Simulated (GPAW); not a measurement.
## AgBr: relaxation of cell and atoms with PBEsol+D3(BJ)

The system is AgBr.

```
Ag Br
1.0
     0.00000    2.87015    2.87015
     2.87015    0.00000    2.87015
     2.87015    2.87015    0.00000
Ag Br
1 1
Cartesian
  0.0000 0.0000 0.0000
  2.8702 2.8702 2.8702
```

```yaml
Program: GPAW 26.7.0
Task: relaxation of cell and atoms
Functional: PBEsol
Dispersion: D3(BJ)
Potentials_or_basis: PAW data sets generated in the run's folder for this functional
Cutoff: 600 eV
Basis: pw
k_mesh: 8 × 8 × 8
Occupations: fermi-dirac, width 0.05 eV
Spin: no spin polarisation
Target_pressure: 2 GPa
Maxiter: 150
Optimizer: FIRE
Fmax: 0.05 eV/Å
Max_steps: 40
Target_pressure: 2 GPa
Convergence: density=1e-05 forces=0.0001
```

```yaml
Relaxed_volume: 21.28 Å³/atom
Relaxed_cell: a = 3.919 Å, b = 3.919 Å, c = 3.919 Å, α = 60.00°, β = 60.00°, γ = 60.00°
Space_group_after_relaxing_to_0.05_Å: Fm-3m (No. 225)
Energy_change_on_relaxing_the_enthalpy_is_what_falls: -15.8 meV/atom
Ionic_steps: 5
Pressure_after_relaxing: 2.1 GPa
Band_gap_on_the_k_mesh: 0.49 eV, indirect (least direct gap 2.87 eV)
Dispersion_energy_per_atom: -0.354 eV
```

Step by step:
```csv
step,energy change (eV),largest force (eV/Å),pressure (GPa),volume (Å³)
1,0.0000,0.0000,-3.62,47.29
2,-0.0122,0.0000,-3.11,46.70
3,-0.0297,0.0000,-2.02,45.61
4,-0.0403,0.0000,-0.29,44.17
5,-0.0317,0.0000,2.10,42.57
```

Final structure:
```
Ag Br
1.0
     0.00000    2.77129    2.77129
     2.77129    0.00000    2.77129
     2.77129    2.77129    0.00000
Ag Br
1 1
Direct
  0.00000 0.00000 0.00000
  0.50000 0.50000 0.50000
```

Levels at points of the mesh, in eV from the valence-band top:
| k point | band 9 | band 10 | band 11 | band 12 | band 13 | band 14 | band 15 | band 16 |
| --- | --- | --- | --- | --- | --- | --- | --- | --- |
| (0.00, 0.00, 0.00) | -3.33 | -2.38 | -2.38 | -2.38 | 0.49 | 9.79 | 9.79 | 9.79 |
| (0.50, 0.50, 0.00) | -3.12 | -2.79 | -2.79 | -2.60 | 1.20 | 6.72 | 9.33 | 11.46 |
| (0.50, 0.50, 0.50) | -2.93 | -2.53 | 0.00 | 0.00 | 3.20 | 6.38 | 6.38 | 7.16 |

Wall time 110 s on 1 thread of Arm Neoverse V1 (shared host), peak memory 0.23 GiB.

Caveat: later steps reuse the first step's grids. A k mesh can miss the band edges.
